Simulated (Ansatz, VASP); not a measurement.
**Cross-check of HfSi between VASP and Ansatz**

One calculation is typed for both programs; each brings its own data sets. How far apart do they land? The cell is generated by rule, not measured, and may not be a known phase. The cell is taken from a series of runs on this material, whose earlier steps may have relaxed, scaled, displaced or heated it; both programs get it as it stands.

Program: Ansatz 0.2.0. Level of theory: plane waves, with VASP 6.6.1 beside it; relaxation of cell and atoms at PBE. Results are calculated unless marked as measured.

The structure was built from a prototype and need not be the compound's stable phase.

## (1) The structure

The structure is hexagonal, space group P6_3/mmc (No. 194). Conventional cell: a = 3.736 Å, b = 3.736 Å, c = 6.665 Å, α = 90.00°, β = 90.00°, γ = 120.00°. Nearest to Hf lie 6 Si at 2.73 Å. Si has 6 Hf at 2.73 Å nearest. Farther neighbours are not listed.

Coordinates:

```cif
data_structure
_symmetry_space_group_name_H-M 'P6_3/mmc'
_symmetry_Int_Tables_number 194
_cell_length_a 3.7358
_cell_length_b 3.7358
_cell_length_c 6.6646
_cell_angle_alpha 90.000
_cell_angle_beta 90.000
_cell_angle_gamma 120.000
_cell_volume 80.55
loop_
_atom_site_label
_atom_site_type_symbol
_atom_site_symmetry_multiplicity
_atom_site_Wyckoff_symbol
_atom_site_fract_x
_atom_site_fract_y
_atom_site_fract_z
_atom_site_occupancy
Hf1 Hf 2 a 0.00000 0.00000 0.00000 1
Si1 Si 2 c 0.33333 0.66667 0.25000 1
```

## (2) Ansatz: relaxation of cell and atoms, PBE, pair 1

Ansatz runs on its default PAW (the set named soft_2) files.

The relaxed volume is the usual yardstick between codes: in a stiff, nearly cubic crystal its relative difference is about their pressure difference at one cell divided by the bulk modulus.

input.yaml

```yaml
crystal:
  lattice:
    - [3.735781171, 2.9554e-06, 0.0]
    - [-1.867893145, 3.2352799194, 0.0]
    - [0.0, 0.0, 6.6646308403]
  atoms:
    - { symbol: Hf, position: [0.0, 0.0, 0.0] }
    - { symbol: Hf, position: [0.0, 0.0, 0.5] }
    - { symbol: Si, position: [0.3333333333, 0.6666666667, 0.25] }
    - { symbol: Si, position: [0.6666666667, 0.3333333333, 0.75] }
kpoints:
  mp_grid: { grid: [12, 12, 6] }
hamiltonian:
  xc: pbe
scf:
  occupations: { method: gaussian, width: 0.1 }
output:
  forces: true
  stress: true
  eigenvalues: true
  write_density: true
  write_potential: true
  elf: true
  volumetric_format: npy
relax:
  adjacent_minimum: "off"
  f_tol: 0.005
  max_steps: 80
  cell: { stress_tol: 0.05 }
```

Started as:

```bash
> ansatz run input.yaml --threads 4 --pin off --max-ram 7168MiB --backend cpu --events-out ev --progress --plain --runs-dir out
```

Numbers of over 12 decimals in the logs are rounded to 6 here.

Log:

```text
Engine: ansatz 0.2.0, aarch64-unknown-linux-gnu
Pseudopotentials: kind: paw
Pseudopotential: Hf, paw, valence charge 26, recommended cutoff 420 eV (normal), Hf.paw.azcp
Pseudopotential: Si, paw, valence charge 4, recommended cutoff 420 eV (normal), Si.paw.azcp
Functional definition: PBE
  parameter kappa = 0.804
  parameter beta = 0.066725
  exchange = pbe_x(kappa = kappa, mu = beta*pi^2/3)
  correlation = pbe_c(beta = beta)
Crystal: 4 atoms, lattice volume = 80.551 Å³
Basis set: ecut = 420 eV, 1583 PW (Γ), exchange–correlation on 50×50×90 points (8 copies of the dense FFT grid, shifted against one another)
Bands: 36, of which v1, the nominal top of the filled ones, is band 30 counted from 1 (29 counted from 0)
Symmetry: 24 space group operations
Space group: P63/mmc (ITA 194), of the structure as read, at distance tolerance 4.3e-5 Å
k-points: 76 of 864
Non-local potential: Hf, projectors of the file, l = 0: 3, l = 1: 2, l = 2: 2, l = 3: 3
Non-local potential: Si, projectors of the file, l = 0: 2, l = 1: 2, l = 2: 2
PAW form: soft (Blöchl's): semilocal exchange-correlation on the pseudo side does not see the compensation charge
PAW one-centre angular grid: Hf, 590 points (default); XC on 64 Gauss nodes
PAW one-centre angular grid: Si, 110 points (default); XC on 64 Gauss nodes
Initial density: superposition of atomic densities (neutral atoms: chi_scale 0, normalization atom), corrected by the library's trained network
Initial wavefunctions: pseudopotential atomic-orbital guess
Functional: x = pbe(κ = 0.804, μ = 0.219515), c = pbe(β = 0.066725)
SCF iter   1: F=—  HF=-32716.107781 eV  |F-HF|=—  |Δ(HF+E_count)|=         —  Δρ=3.25e-3  dr2=1.06e-2  ethr=1.77e-3  ⟨swp⟩=5.5  Hψ=9842  notcnv=0
preconditioner: auto → Kerker (q_TF=auto, 2.598 Å⁻¹)  [metal: Δε(μ)=0.046 eV  Ē_g=15.848 eV  σ=0.100 eV  W_gap=0.25  n_scr=22 (ndim 8)  ℏωp=31.0 eV  f_vac=0.000  D(μ)=1.05/eV (n_scr^D=2)]
SCF iter   2: F=—  HF=-32716.107142 eV  |F-HF|=—  |Δ(HF+E_count)|=   6.39e-4  Δρ=2.13e-3  dr2=4.89e-3  ethr=1.77e-5  ⟨swp⟩=2.0  Hψ=3660  notcnv=0
SCF iter   3: F=—  HF=-32716.106133 eV  |F-HF|=—  |Δ(HF+E_count)|=   1.01e-3  Δρ=3.14e-4  dr2=1.03e-4  ethr=8.15e-6  ⟨swp⟩=2.0  Hψ=3233  notcnv=0
SCF iter   4: F=—  HF=-32716.106135 eV  |F-HF|=—  |Δ(HF+E_count)|=   1.83e-6  Δρ=1.61e-4  dr2=2.19e-5  ethr=1.71e-7  ⟨swp⟩=2.0  Hψ=4510  notcnv=0
SCF iter   5: F=—  HF=-32716.106104 eV  |F-HF|=—  |Δ(HF+E_count)|=   3.10e-5  Δρ=7.39e-5  dr2=3.77e-6  ethr=3.65e-8  ⟨swp⟩=2.0  Hψ=4922  notcnv=0
SCF iter   6: F=—  HF=-32716.106103 eV  |F-HF|=—  |Δ(HF+E_count)|=   3.60e-7  Δρ=2.34e-5  dr2=3.54e-7  ethr=6.28e-9  ⟨swp⟩=2.0  Hψ=4309  notcnv=0
SCF iter   7: F=-32716.106104 eV  HF=-32716.106104 eV  |F-HF|=4.47e-9  |Δ(HF+E_count)|=   1.65e-7  Δρ=5.66e-6  dr2=1.95e-8  ethr=1.67e-10  ⟨swp⟩=11.0  Hψ=18871  notcnv=0
SCF 1 converged in 7 iterations: F = -32716.106104 eV  dr2 = 1.95e-8
  greatest PAW one-centre occupation: 0.998 electrons in one spin orbital (limit 2), on the Hf atom at site 0 (counted from 0), in its partial waves of l = 0
relax step   1: F+E_penalty+E_count = -32716.10610360 eV  Δ(F+E_penalty+E_count) = +0.000e0 eV  max|allowed force component| = 9.946e-17 eV/Å  Δτ_max = 0.0000 Å  P = -0.144 GPa  Ω = 80.551 Å³  (7 SCF iters, dr2 threshold 1.00e-7 eV, accepted)
[...]
relax step   2: F+E_penalty+E_count = -32716.10591543 eV  Δ(F+E_penalty+E_count) = +1.882e-4 eV  max|allowed force component| = 1.527e-16 eV/Å  Δτ_max = 0.0000 Å  P = +0.304 GPa  Ω = 80.370 Å³  energy of the carried Pulay correction = +4.304e-5 eV  (5 SCF iters, dr2 threshold 3.58e-7 eV, rejected (line search))
[...]
relax step   3: F+E_penalty+E_count = -32716.10631340 eV  Δ(F+E_penalty+E_count) = -2.098e-4 eV  max|allowed force component| = 5.551e-17 eV/Å  Δτ_max = 0.0000 Å  P = +0.011 GPa  Ω = 80.498 Å³  energy of the carried Pulay correction = +1.366e-5 eV  (9 SCF iters, accepted)
[...]
relax step   4: F+E_penalty+E_count = -32716.10630202 eV  Δ(F+E_penalty+E_count) = +1.138e-5 eV  max|allowed force component| = 2.544e-17 eV/Å  Δτ_max = 0.0000 Å  P = +0.011 GPa  Ω = 80.498 Å³  stress off target by 1.48e-2 GPa  SCF on the basis re-selected at this cell (its energy is not comparable with the rows above)  (3 SCF iters)
basis re-selected at this cell: Δ(F+E_penalty+E_count) = +1.138e-5 eV, ΔP = -0.000 GPa vs the last step (what re-selecting the basis moved, of the pressure what is left beyond the Pulay correction that the steps carried, after the strain that the cell walked since its last selection, with what the two solves' SCF thresholds leave and, on support functions, any second-order correction that the steps lacked; it is no m [...]
SCF converged after 3 iterations
Free energy (F): -32716.106302 eV
Harris-Foulkes:  -32716.106302 eV  (|F-HF|=3.78e-10)
Internal energy: -32716.101088 eV  (E = F + TS)
E sigma→0 (E₀):  -32716.103695 eV
Entropy (-TS):   -0.005214 eV (-1.304 meV/atom)
Fermi energy:    14.094945 eV
--- Per-component energies (eV) ---
  E_band       = -159.969087
  E_kinetic    = 924.530579
  E_local      = -12523.059003  (includes V_loc(G=0)·N_el)
  E_nonlocal   = -2436.244888
  E_hartree    = 5827.976475
  E_xc         = -709.907742
  E_vxc        = -625.202423  (∫ρ·V_xc dr)
  E_paw        = -14879.307688  (= ΣΔE_a)
  E_vpaw       = 2844.053454  (= ΣTr[D̂ρ^β])
  E_aug_tail   = 0.000010  (compensation charges beyond the density's cutoff)
  E_ewald      = -8920.088830
  E_smearing   = -0.005214  (= −TS)
  E_closure    = -0.000000  (closes the sum)
  Σ components = -32716.106302   (vs F -32716.106302, Δ=0.00e0)
--- Forces (eV/Å), atoms counted from 1 ---
  atom   1  Hf     0.00000000    -0.00000000     0.00000000
  atom   2  Hf     0.00000000     0.00000000     0.00000000
  atom   3  Si    -0.00000000     0.00000000     0.00000000
  atom   4  Si     0.00000000    -0.00000000    -0.00000000
  max |Σ_I F_I| component: 9.25e-18 eV/Å
--- Stress (GPa, compression-positive) ---
        0.014835       0.000000      -0.000000
        0.000000       0.014835       0.000000
       -0.000000       0.000000       0.003348
  P = ⅓ Tr σ = 0.0110 GPa (0.110 kbar)
--- Band table (eV; the first three rows and the last of 76) ---
  k-point 0: bands = [... 26 lower, 12.5948, 12.8973, 14.8173, 14.8173, 14.9008, 14.9008, 15.8452, 16.8164, ... 2 higher]
  k-point 1: bands = [... 26 lower, 12.6864, 12.7791, 14.5123, 14.5123, 14.9986, 14.9986, 15.7396, 16.7682, ... 2 higher]
  k-point 2: bands = [... 26 lower, 12.9556, 12.9556, 13.9352, 13.9352, 15.2865, 15.2865, 15.7922, 16.3037, ... 2 higher]
  k-point 75: bands = [... 26 lower, 11.1990, 11.1990, 12.2560, 12.2560, 14.9631, 14.9631, 16.6457, 16.6457, ... 2 higher]
--- Relaxed structure (3 steps of the walk, 2 accepted, 1 SCFs on fresh bases) ---
  F+E_penalty+E_count = -32716.10630202 eV   max|allowed force component| = 2.544e-17 eV/Å   (the final SCF, on the basis selected at the relaxed cell)
  cell:  # Å, volume = 80.4980 Å³
    - [3.738527, 2.95760034370769e-6, 0.0]
    - [-1.869266, 3.237658, 0.0]
    - [0.0, 0.0, 6.650486]
  atoms:
    - { symbol: Hf, position: [0, 0, 0.0] }
    - { symbol: Hf, position: [0, 0, 0.5] }
    - { symbol: Si, position: [0.333333, 0.666667, 0.25] }
    - { symbol: Si, position: [0.666667, 0.333333, 0.750000] }
```

In the SCF lines HF is the Harris–Foulkes energy and dr2 the Hartree energy of the density residual, in eV; the loop may stop once dr2 is under the threshold and the program's other checks hold. Hψ counts applications of the Hamiltonian.

## (3) VASP: relaxation of cell and atoms, PBE, pair 1

The same cell, functional, mesh and smearing now go to VASP, with its own data sets.

Lines of VASP's logs that name or quote its potential files are left out, and so is its time.

INCAR

```
SYSTEM = HfSi
PREC = Accurate
ENCUT = 500
EDIFF = 1E-07
NELM = 120
ISMEAR = 0
SIGMA = 0.1
LREAL = .FALSE.
ALGO = Normal
GGA = PE
NBANDS = 20
LASPH = .TRUE.
LORBIT = 11
LWAVE = .FALSE.
LCHARG = .FALSE.
ISIF = 3
IBRION = 2
NSW = 80
EDIFFG = -0.005
GGA_COMPAT = .FALSE.
NELMIN = 4
KPAR = 2
```

POSCAR

```
HfSi
1.0
    3.7357810000      0.0000030000      0.0000000000
   -1.8678930000      3.2352800000      0.0000000000
    0.0000000000      0.0000000000      6.6646310000
Hf Si
2 2
Direct
    0.0000000000      0.0000000000      0.0000000000
    0.0000000000      0.0000000000      0.5000000000
    0.3333333333      0.6666666667      0.2500000000
    0.6666666667      0.3333333333      0.7500000000
```

KPOINTS

```
Automatic mesh
0
Gamma
12 12 6
0 0 0
```

The projector-augmented-wave data sets are Hf_pv and Si (PBE family, release 64).

Started as:

```bash
> mpirun -np 2 vasp_std
```

Log:

```text
[banner, memory and clock lines left out]
running    2 mpi-ranks, on    1 nodes
 distrk:  each k-point on    1 cores,    2 groups
 distr:  one band on    1 cores,    1 groups

 POSCAR found type information on POSCAR HfSi
 POSCAR found :  2 types and       4 ions
 LDA part: xc-table for (Slater+PW92), standard interpolation
 POSCAR, INCAR and KPOINTS ok, starting setup
 FFT: planning ... GRIDC
 FFT: planning ... GRID_SOFT
 FFT: planning ... GRID
 WAVECAR not read
 entering main loop
       N       E                     dE             d eps       ncg     rms          rms(c)
DAV:   1     0.805273983827E+02    0.80527E+02   -0.13993E+04  3080   0.123E+03
DAV:   2    -0.299368800778E+02   -0.11046E+03   -0.10674E+03  3820   0.267E+02
DAV:   3    -0.344742232581E+02   -0.45373E+01   -0.44208E+01  3968   0.369E+01
DAV:   4    -0.345437718081E+02   -0.69549E-01   -0.69389E-01  3892   0.510E+00
DAV:   5    -0.345446863831E+02   -0.91457E-03   -0.91437E-03  3832   0.554E-01    0.651E+01
DAV:   6    -0.326014228438E+02    0.19433E+01   -0.55997E+00  3456   0.982E+00    0.419E+01
DAV:   7    -0.325625125068E+02    0.38910E-01   -0.25040E+00  3716   0.738E+00    0.409E+00
DAV:   8    -0.324549626688E+02    0.10755E+00   -0.72446E-01  3360   0.355E+00    0.739E-01
DAV:   9    -0.324550687864E+02   -0.10612E-03   -0.20485E-02  3548   0.839E-01    0.253E-01
DAV:  10    -0.324550919611E+02   -0.23175E-04   -0.47806E-04  3916   0.122E-01    0.171E-01
DAV:  11    -0.324550901696E+02    0.17915E-05   -0.17665E-04  3640   0.602E-02    0.761E-02
DAV:  12    -0.324550862197E+02    0.39499E-05   -0.10672E-05  3488   0.181E-02    0.775E-03
DAV:  13    -0.324550861340E+02    0.85699E-07   -0.16289E-06  3932   0.701E-03    0.336E-03
DAV:  14    -0.324550861932E+02   -0.59160E-07   -0.42544E-08  2120   0.124E-03
   1 F= -.32455086E+02 E0= -.32452446E+02  d E =-.324551E+02
[...]
2 F= -.32455101E+02 E0= -.32452495E+02  d E =-.151732E-04
[...]
3 F= -.32455336E+02 E0= -.32452712E+02  d E =-.249663E-03
[...]
4 F= -.32455336E+02 E0= -.32452712E+02  d E =-.249703E-03
[...]
5 F= -.32455393E+02 E0= -.32452776E+02  d E =-.568607E-04
 trial-energy change:   -0.000057  1 .order   -0.000058   -0.000082   -0.000033
 step:   1.6110(harm=  1.5101)  dis= 0.00000  next Energy=   -32.455406 (dE=-0.696E-04)
 bond charge predicted
       N       E                     dE             d eps       ncg     rms          rms(c)
DAV:   1    -0.324554682929E+02   -0.75438E-04   -0.38262E-03  3072   0.405E-01    0.885E-02
DAV:   2    -0.324554192372E+02    0.49056E-04   -0.10192E-04  3444   0.605E-02    0.288E-02
DAV:   3    -0.324554058342E+02    0.13403E-04   -0.23505E-05  3720   0.248E-02    0.125E-02
DAV:   4    -0.324554038084E+02    0.20258E-05   -0.24597E-06  3988   0.883E-03    0.985E-03
DAV:   5    -0.324554031134E+02    0.69491E-06   -0.11258E-06  3836   0.572E-03    0.160E-03
DAV:   6    -0.324554030365E+02    0.76929E-07   -0.74125E-08  1960   0.148E-03
   6 F= -.32455403E+02 E0= -.32452793E+02  d E =-.671404E-04
 curvature:  -0.80 expect dE=-0.368E-06 dE for cont linesearch -0.335E-06
 trial: gam= 0.00000 g(F)=  0.111E-44 g(S)=  0.458E-06 ort =-0.645E-05 (trialstep = 0.104E+01)
 search vector abs. value=  0.458E-06
 reached required accuracy - stopping structural energy minimisation
```

OUTCAR, selected parts (step 3):

```text
ion  position               nearest neighbor table
   1  0.000  0.000  0.000-   3 2.73   4 2.73   4 2.73   3 2.73   4 2.73   3 2.73   2 3.33   2 3.33

  LATTYP: Found a hexagonal cell.
 ALAT       =     3.7357810000
 C/A-ratio  =     1.7839993833

 Subroutine GETGRP returns: Found 24 space group operations
 (whereof 12 operations were pure point group operations)

The static configuration has the point symmetry D_3d.
 The point group associated with its full space group is D_6h.

 Found     76 irreducible k-points:

   k-points           NKPTS =     76   k-points in BZ     NKDIM =     76   number of bands    NBANDS=     20

   dimension x,y,z NGX =    28 NGY =   28 NGZ =   50
   dimension x,y,z NGXF=    56 NGYF=   56 NGZF=  100

   ENCUT  =  500.0 eV  36.75 Ry    6.06 a.u.   6.81  6.81 12.15*2*pi/ulx,y,z

   NELECT =      28.0000    total number of electrons

 k-points in reciprocal lattice and weights: Automatic mesh
   0.00000000  0.00000000  0.00000000       0.001
   0.08333333  0.00000000  0.00000000       0.007
   0.16666667  0.00000000  0.00000000       0.007
   0.25000000  0.00000000  0.00000000       0.007
   0.33333333  0.00000000  0.00000000       0.007
   0.41666667  0.00000000  0.00000000       0.007
   0.50000000  0.00000000  0.00000000       0.003
   0.08333333  0.08333333  0.00000000       0.007
   0.16666667  0.08333333  0.00000000       0.014
[...]
0.33333333  0.25000000  0.50000000       0.014
   0.33333333  0.33333333  0.50000000       0.002

 average (electrostatic) potential at core
       1 -36.8723       2 -36.8723       3 -82.8359       4 -82.8359

 E-fermi :   5.5604

 k-point     1 :       0.0000    0.0000    0.0000
  band No.  band energies     occupation
    ...
      8      -1.4679      2.00000
      9       0.1244      2.00000
     10       4.0654      2.00000
     11       4.0654      2.00000
     12       4.3712      2.00000
     13       6.2856      0.00000
     14       6.2856      0.00000
     15       6.3709      0.00000
     16       6.3709      0.00000
     17       7.2961      0.00000
    ...

 k-point     2 :       0.0833    0.0000    0.0000
  band No.  band energies     occupation
    ...
      8      -1.4731      2.00000
      9       0.2602      2.00000
     10       3.9537      2.00000
     11       4.0998      2.00000
     12       4.3871      2.00000
     13       5.7584      0.00510
     14       5.9993      0.00000
     15       6.1698      0.00000
     16       6.4000      0.00000
     17       7.6517      0.00000
    ...

 k-point     3 :       0.1667    0.0000    0.0000
  band No.  band energies     occupation
    ...
     10       3.6577      2.00000
     11       4.1593      2.00000
     12       4.3148      2.00000
     13       5.0070      2.00000
     14       5.2470      1.99999
     15       5.8596      0.00002
     16       6.7330      0.00000
     17       7.7265      0.00000
     18       8.1232      0.00000
     19       9.0029      0.00000
    ...

  Total       -0.0041302     -0.0041302      0.0019710     -0.0000000      0.0000000      0.0000000
  in kB       -0.0822678     -0.0822678      0.0392586     -0.0000000      0.0000000      0.0000000
  external PRESSURE =      -0.0417590 kB  Pullay stress =       0.0000000 kB

  energy-cutoff  :      500.00
  volume of cell :       80.44
      direct lattice vectors                 reciprocal lattice vectors
     3.738090542  0.000003002  0.000000000     0.267516136  0.154450779 -0.000000000
    -1.869047773  3.237280122  0.000000000    -0.000000248  0.308901145 -0.000000000
     0.000000000  0.000000000  6.646980189    -0.000000000 -0.000000000  0.150444258

 POSITION                                       TOTAL-FORCE (eV/Angst)
 -----------------------------------------------------------------------------------
      0.00000      0.00000      0.00000        -0.000000     -0.000000     -0.000000
      0.00000      0.00000      3.32349        -0.000000     -0.000000     -0.000000
     -0.00000      2.15819      1.66175         0.000000     -0.000000     -0.000000
      1.86904      1.07910      4.98524         0.000000      0.000000      0.000000
 -----------------------------------------------------------------------------------
    total drift:                               -0.000000      0.000000      0.000000

  FREE ENERGIE OF THE ION-ELECTRON SYSTEM (eV)
  ---------------------------------------------------
  free  energy   TOTEN  =       -32.4554030365 eV

  energy  without entropy=      -32.4501826796  energy(sigma->0) =      -32.45279286

 reached required accuracy - stopping structural energy minimisation

 total charge
# of ion       s       p       d       tot
------------------------------------------
    1        0.316   6.436   1.549   8.300
    2        0.316   6.436   1.549   8.300
    3        0.781   0.953   0.000   1.735
    4        0.781   0.953   0.000   1.735
--------------------------------------------------
tot          2.195  14.778   3.097  20.069

[... 3 further parts left out ...]
```

## (4) Side by side

Known differences besides the potentials themselves: the data sets hold 60 valence electrons in Ansatz (on its default PAW (the set named soft_2) files) and 28 in VASP; the cutoff is 420 eV in Ansatz and 500 eV in VASP; Ansatz adds a Pulay correction to the stress that steers its cell, VASP none. Total energies have different zeros and are not compared.

Both answers:

| quantity | Ansatz | VASP | difference |
| --- | --- | --- | --- |
| volume (Å³) | 80.50 | 80.44 | +0.08 % |
| edge a after relaxation, in the typed setting (Å) | 3.739 | 3.738 | +0.01 % |
| edge c after relaxation, in the typed setting (Å) | 6.651 | 6.647 | +0.05 % |

(Continued in part 2 of 2.)

[Lines on the potential files, build, host, timing and source positions are cut from VASP's logs without a mark.]

[Logs are printed without paths, hosts, clocks, repeated set-up lines and the standing remarks that a program may print on its own settings, such as how far it seeks lower states.]

[Hosts, paths, dates, database ids (printed as entryN), source tags and the programs' standing remarks are cut or masked in the printed files.]
